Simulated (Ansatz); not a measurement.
Runs of Ansatz 0.2.0 on Te2Mo. It takes space group P6_3/mmc (No. 194, hexagonal). Conventional cell: a = 3.518 Å, b = 3.518 Å, c = 13.974 Å, α = 90.00°, β = 90.00°, γ = 120.00°. Around Te (site symmetry 3m) lie 3 Mo at 2.72 Å. Around Mo (site symmetry -6m2) lie 6 Te at 2.72 Å. 

| task | level | spin | cell | points for each segment of the path | gap on the mesh (eV) | pressure (GPa) | relaxed volume (Å³/atom) | largest force (eV/Å) |
| --- | --- | --- | --- | --- | --- | --- | --- | --- |
| band structure | r2SCAN | off | as given | 14 | 0.89 | 2.2 | - | 0.08 |
| relaxation of cell and atoms | r2SCAN+D4 | off | relaxed | - | 0.98 | 0.0 | (a) | - |
| relaxation of cell and atoms | r2SCAN+D3(BJ) | off | relaxed | - | 0.93 | 0.0 | 25.45 | - |
| relaxation of cell and atoms | r2SCAN | off | relaxed | - | 1.06 | 0.0 | 26.99 | - |
| relaxation of cell and atoms | r2SCAN+D3(BJ)-ATM | off | relaxed | - | (b) | 0.0 | 25.79 | - |
| relaxation of cell and atoms | r2SCAN+rVV10 | off | relaxed | - | 0.94 | 0.0 | 25.68 | - |
| band structure | r2SCAN | SOC, no magnetisation | as given | 14 | 0.88 | 2.3 | - | 0.07 |

Alike in all rows: potentials or basis Ansatz PAW; k mesh 9 × 9 × 2; cutoff (eV) 500; smearing fermi-dirac 0.05 eV.

Question: Estimate the missing entries.

Answer: (a) 25.87; (b) 0.97.

Caveats: the PAW data sets come from PBE, with cores solved anew for the run's functional, which leaves a small shift of forces and pressure; spin-orbit coupling is left out, which moves the levels of the heavy elements (some runs); odd divisions of the mesh miss points on the zone boundary, where band edges often lie, so the gap on the mesh can be too wide (some runs); the plane-wave basis is chosen anew once the cell has moved, so the energies of steps on either side of that aren't comparable (some runs); the k mesh misses the band edges, so the gap on the mesh is wider than the one along the path (some runs); the dispersion damping was fitted for another functional or another form of the correction (some runs).

A k mesh can miss the band edges, and rows without SOC leave out spin-orbit coupling on Mo, Te.
